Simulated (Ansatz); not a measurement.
C: a phonon run with cutoff 500 eV

Computed with DFT PBE+D3(BJ), scalar-relativistic, plane waves, PAW (Ansatz).

Launched with:
```bash
ansatz run input.yaml --threads 1 --pin off --max-ram 3072MiB --backend cpu --events-out ev --progress --plain --runs-dir out
```

Input (bare energies are in eV):
```yaml
crystal:
  lattice:
    - [0.0, 2.1341341543, 3.3964014555]
    - [1.232770836, 0.0, 3.3964014555]
    - [1.232770836, 2.1341341543, 0.0]
  atoms:
    - { symbol: C, position: [0.1666910991, 0.8333089009, 0.1666910991] }
    - { symbol: C, position: [0.8333089009, 0.1666910991, 0.8333089009] }
basis:
  ecutwfc: 500
kpoints:
  mp_grid: { grid: [18, 18, 18] }
hamiltonian:
  xc: pbe
  dispersion: d3bj
scf:
  occupations: { method: gaussian, width: 0.02 }
output:
  eigenvalues: true
phonons:
  method: dfpt
```

From the output:
```
--- Phonons (Γ-DFPT): 3 representative perturbations + reference, on 865 of 5832 k-points (Σ response iterations 9) ---
  k mesh reduced under 4 symmetry operations, with k and −k counted as one. Each operation leaves every solved displacement unchanged or reverses it
  ASR residual: 5.350e-5 → 0.000e0 eV/Å²; symmetrization residual: 3.553e-14 eV/Å²
  pairwise dispersion correction: d3bj (s6 = 1.0, s8 = 0.7875, a1 = 0.4289, a2_bohr = 4.4407), with the weights of each atom's references fixed at the reference crystal's, and the forces and stress that the weights' published response gives ...
  ASR residual per site (eV/Å²): 5.35e-5 5.35e-5
  Γ frequencies (cm⁻¹): 0.00 0.00 0.00 866.70 1533.99 1575.07
  non-analytic LO–TO correction: not included (Born effective charges unavailable; polar crystals: no LO–TO splitting at Γ)
```

It took 120 s on 1 thread of Intel(R) Xeon(R) Processor @ 2.50GHz (Skylake/Cascade Lake), with other jobs on the host, peak memory 0.72 GiB.

Beside the reference run (Plane waves to 420 eV; Γ-centred k mesh 18×18×18; Gaussian smearing of 0.02 eV. No spin polarisation. Phonons by linear response, acoustic sum rule imposed.), the optical modes at Γ (cm⁻¹, by rank, no LO field; i marks imaginary):
```tsv
setting	mode 1	mode 2	mode 3
reference run	867	1535	1576
cutoff 500 eV	867	1534	1575
```

This form isn't the element's structure at ambient conditions.